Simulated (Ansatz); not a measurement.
# Au (P-1) in Ansatz: single point with PBEsol

Aim: the single point of Au with PBEsol.

Program: Ansatz 0.2.0. These are calculated values, not measurements. Logs are shortened: lines on timing, memory, paths and dates and some standing lists are left out, and cuts for length are marked.

**1. The undisturbed crystal**

The typed cell holds 2 atoms: a = 2.815 Å, b = 2.820 Å, c = 5.191 Å, α = 103.14°, β = 102.66°, γ = 90.26°.

This isn't the form of Au at room conditions, which is fcc.

**2. Single point, PBEsol (strain_xy = 0)**

File input.yaml:

```yaml
crystal:
  lattice:
    - [2.8154890579, 0.0, 0.0]
    - [-0.0129553469, 2.8201795887, 0.0]
    - [-1.1378916452, -1.1854109603, 4.9240140333]
  atoms:
    - { symbol: Au, position: [0.672862, 0.665962, 0.274055] }
    - { symbol: Au, position: [0.327138, 0.334038, 0.725945] }
kpoints:
  mp_grid: { grid: [10, 10, 6] }
scf:
  occupations: { method: fermi_dirac, width: 0.05 }
hamiltonian:
  xc: pbesol
  pseudopotentials: { kind: all_electron, lapw: { basis_error: 0.001 } }
output:
  forces: true
  stress: true
  eigenvalues: true
```

Potentials or basis: all-electron LAPW, scalar-relativistic.

Launch:

```sh
$ ansatz run input.yaml --threads 1 --pin off --max-ram 3072MiB --backend cpu --events-out ev --progress --plain --runs-dir out
```

Standard output:

```text
Warning: RAYON_NUM_THREADS=1 ignored (pool sized by the plan → 1); use --threads N
LAPW: plane waves up to 8.577 Å⁻¹, error target 1.0e-3 eV per atom; small_component_spin mean_spin; Au in spheres of 1.368 Å, 43 of its electrons in bands, Dirac shells [] (how accurate: hamiltonian.pseudopotentials.lapw.basis_error, Limitations)
Engine: ansatz 0.2.0, x86_64-unknown-linux-gnu
Pseudopotentials: kind: all_electron
Pseudopotential: Au, LAPW, valence charge 43, lapw/all_electron/scalar/gaussian/Au, Koelling and Harmon's equation, gaussian nucleus
Functional definition: PBEsol
  exchange = pbesol_x
  correlation = pbesol_c
Crystal: 2 atoms, lattice volume = 39.098 Å³
Basis set: ecut = 280.2629212746635 eV, 415 PW (Γ), exchange–correlation at level 2
Bands: 52, of which v1, the nominal top of the filled ones, is band 43 counted from 1 (42 counted from 0)
Symmetry: 2 space group operations
Space group: P-1 (ITA 2), of the structure as read, at distance tolerance 3.4e-5 Å
k-points: 304 of 600
Non-local potential: Au, projectors of the file, none
Initial density: superposition of atomic densities (chi_scale 0.1, normalization cell)
Initial wavefunctions: plane waves of lowest kinetic energy (no species holds an atomic orbital)
Functional: x = pbesol(κ = 0.804, μ = 0.12345679012345678), c = pbesol(β = 0.046)
iter 1 solved again at ethr=3.75e-4 eV; its pass at ethr=1.00e-1 eV (dr2=3.23e-1 eV) is discarded
SCF iter   1: F=—  HF=-1034165.626307 eV  |F-HF|=—  |Δ(HF+E_count)|=         —  Δρ=3.09e-2  dr2=3.23e-1  ethr=3.75e-4  ⟨swp⟩=2.5  Hψ=96262  notcnv=0
preconditioner: auto → LDOS  [metal: Δε(μ)=0.029 eV  Ē_g=14.478 eV  σ=0.050 eV  W_gap=0.14  n_scr=20 (ndim 8)  ℏωp=27.9 eV  f_vac=0.159  D(μ)=0.49/eV (n_scr^D=2)  β→1.0]
SCF iter   2: F=—  HF=-1034165.940905 eV  |F-HF|=—  |Δ(HF+E_count)|=   3.15e-1  Δρ=1.70e-2  dr2=1.18e-1  ethr=3.75e-4  ⟨swp⟩=3.0  Hψ=49109  notcnv=0
iter 3 solved again at ethr=3.37e-7 eV; its pass at ethr=1.37e-4 eV (dr2=2.89e-4 eV) is discarded
SCF iter   3: F=—  HF=-1034165.014037 eV  |F-HF|=—  |Δ(HF+E_count)|=   9.27e-1  Δρ=1.19e-3  dr2=2.89e-4  ethr=3.37e-7  ⟨swp⟩=2.7  Hψ=81358  notcnv=0
SCF iter   4: F=—  HF=-1034165.009583 eV  |F-HF|=—  |Δ(HF+E_count)|=         —  Δρ=1.03e-3  dr2=2.96e-4  ethr=3.36e-7  ⟨swp⟩=3.0  Hψ=48808  notcnv=0
the basis was enlarged: its passes take 201.6 KiB over the memory plan, 1 of 1 planned eigensolver slots
SCF iter   5: F=—  HF=-1034165.009381 eV  |F-HF|=—  |Δ(HF+E_count)|=   2.01e-4  Δρ=2.52e-4  dr2=1.96e-5  ethr=3.36e-7  ⟨swp⟩=2.0  Hψ=45638  notcnv=0
SCF iter   6: F=—  HF=-1034165.009389 eV  |F-HF|=—  |Δ(HF+E_count)|=   7.84e-6  Δρ=6.47e-5  dr2=5.93e-6  ethr=2.28e-8  ⟨swp⟩=2.7  Hψ=45856  notcnv=0
SCF iter   7: F=-1034165.009387 eV  HF=-1034165.009387 eV  |F-HF|=3.29e-8  |Δ(HF+E_count)|=   1.50e-6  Δρ=6.76e-6  dr2=3.17e-8  ethr=6.90e-9  ⟨swp⟩=2.0  Hψ=45636  notcnv=0
SCF 1 converged in 7 iterations: F = -1034165.009387 eV  dr2 = 3.17e-8
SCF converged after 7 iterations
Free energy (F): -1034165.009387 eV
Harris-Foulkes:  -1034165.009387 eV  (|F-HF|=3.29e-8)
Internal energy: -1034165.005742 eV  (E = F + TS)
E sigma→0 (E₀):  -1034165.007565 eV
Entropy (-TS):   -0.003645 eV (-1.823 meV/atom)
Fermi energy:    20.687753 eV
--- Per-component energies (eV) ---
  E_band       = -8020.997549
  E_kinetic    = 1178597.699121
  E_xc         = -19541.065348
  E_electrostatic = -2193221.639515  (all electrons and nuclei)
  E_smearing   = -0.003645  (= −TS)
  E_closure    = 0.000000  (closes the sum)
  E_atoms      = -1034157.510330  (free atoms, spherical and without spin; not in F)
  Σ components = -1034165.009387   (vs F -1034165.009387, Δ=0.00e0)
  Basis errors (estimates in eV, not in F): energy 3.3e-4 per atom: plane waves 3.0e-4 (1.6e-4 summed), levels above the bands 2.8e-144, relativity 1.1e-8, radial functions 3.7e-5, core shells 7.7e-8; eigenvalues (radial functions only) 3.7e-6; not estimated: angular momenta, meshes, grids; target (lapw.basis_error) 1.0e-3; muffin-tin radii Au 1.368 Å
--- Forces (eV/Å), atoms counted from 1 ---
  atom   1  Au     0.02438651     0.02176209     0.12305443
  atom   2  Au    -0.02438651    -0.02176209    -0.12305443
  max |Σ_I F_I| component: 0.00e0 eV/Å
--- Stress (GPa, compression-positive) ---
       -8.558962       0.227428       0.611662
        0.227428      -8.805491       0.465258
        0.611662       0.465258      -6.598900
  P = ⅓ Tr σ = -7.9878 GPa (-79.878 kbar)
--- Band table (eV; the first three rows and the last of 304) ---
  k-point 0: bands = ["-301.3757", "-301.3757", "-301.3680", "-301.3680", "-301.3481", "-301.3481", "-301.3477", "-301.3477", "-301.3435", "-301.3435", "-84.2702", "-84.2609", "-57.3307", "-57.3304", "-57.3297", "-57.3296", "-57.3259", "-57.3255", "-57.3206", "-57.3205", "-57.3123", "-57.3122", "-57.3115", "-57.3114", "-57.2969", "-57.2966", "-35.7610", "-35.5908", "-35.5888", "-35.5770", "-35.5756", "-35.5676", "12.1869", "14.6965", "15.0248", "15.5476", "16.1088", "17.8692", "17.8908", "18.4282", "18.4970", "18.7354", "19.1161", "20.6624", "23.4136", "34.6457", "34.7803", "36.1722", "36.4363", "38.2257", "38.5877", "39.1198"]
  k-point 1: bands = ["-301.3757", "-301.3757", "-301.3680", "-301.3680", "-301.3481", "-301.3481", "-301.3477", "-301.3477", "-301.3435", "-301.3435", "-84.2696", "-84.2615", "-57.3307", "-57.3304", "-57.3297", "-57.3296", "-57.3260", "-57.3254", "-57.3207", "-57.3205", "-57.3123", "-57.3121", "-57.3115", "-57.3114", "-57.2968", "-57.2966", "-35.7487", "-35.5935", "-35.5921", "-35.5841", "-35.5729", "-35.5697", "12.3865", "14.6019", "14.9785", "15.6064", "16.1697", "17.6393", "17.6712", "18.6852", "18.6932", "18.7565", "19.1047", "19.4492", "25.0746", "34.0421", "34.1231", "37.0139", "37.1433", "37.1848", "37.5674", "39.1831"]
  k-point 2: bands = ["-301.3757", "-301.3757", "-301.3680", "-301.3680", "-301.3481", "-301.3481", "-301.3477", "-301.3477", "-301.3435", "-301.3435", "-84.2679", "-84.2632", "-57.3307", "-57.3305", "-57.3298", "-57.3296", "-57.3260", "-57.3254", "-57.3207", "-57.3205", "-57.3123", "-57.3121", "-57.3115", "-57.3114", "-57.2968", "-57.2966", "-35.7151", "-35.6184", "-35.5974", "-35.5948", "-35.5691", "-35.5667", "12.9155", "14.3874", "14.9069", "15.7030", "16.1157", "17.3638", "17.4059", "18.0826", "18.7710", "18.9897", "19.0129", "19.1105", "27.8178", "33.3247", "33.4368", "34.4252", "36.6043", "38.0465", "38.3242", "38.7999"]
  k-point 303: bands = ["-301.3757", "-301.3757", "-301.3680", "-301.3680", "-301.3481", "-301.3481", "-301.3477", "-301.3477", "-301.3435", "-301.3435", "-84.2561", "-84.2519", "-57.3315", "-57.3313", "-57.3305", "-57.3304", "-57.3257", "-57.3251", "-57.3201", "-57.3201", "-57.3122", "-57.3119", "-57.3113", "-57.3112", "-57.2969", "-57.2968", "-35.7456", "-35.7360", "-35.7134", "-35.7090", "-35.6705", "-35.5868", "14.8872", "15.2085", "15.3640", "15.9663", "16.9439", "17.0053", "18.4076", "19.0984", "19.9086", "19.9455", "23.7094", "25.9249", "26.2463", "27.2817", "27.8228", "29.2525", "30.2889", "31.6362", "34.9179", "38.4600"]
```

Wall time 5 min (1 thread of Intel Xeon at 2.50GHz (Skylake/Cascade Lake), shared host); peak memory 1.2 GiB.

Results:

* Free energy: -1034165.0094 eV
* Pressure: -8.0 GPa
* Largest force: 0.127 eV/Å
* Band gap on the k mesh: none (metal or under the smearing width)

Forces in eV/Å, atoms in the order of the input:
```
Au   0.024  0.022  0.123
Au  -0.024 -0.022 -0.123
```

Stress tensor (GPa, compression positive):
```
-8.56  0.23  0.61
 0.23 -8.81  0.47
 0.61  0.47 -6.60
```

The run has no spin-orbit coupling, so splittings on Au are missing.
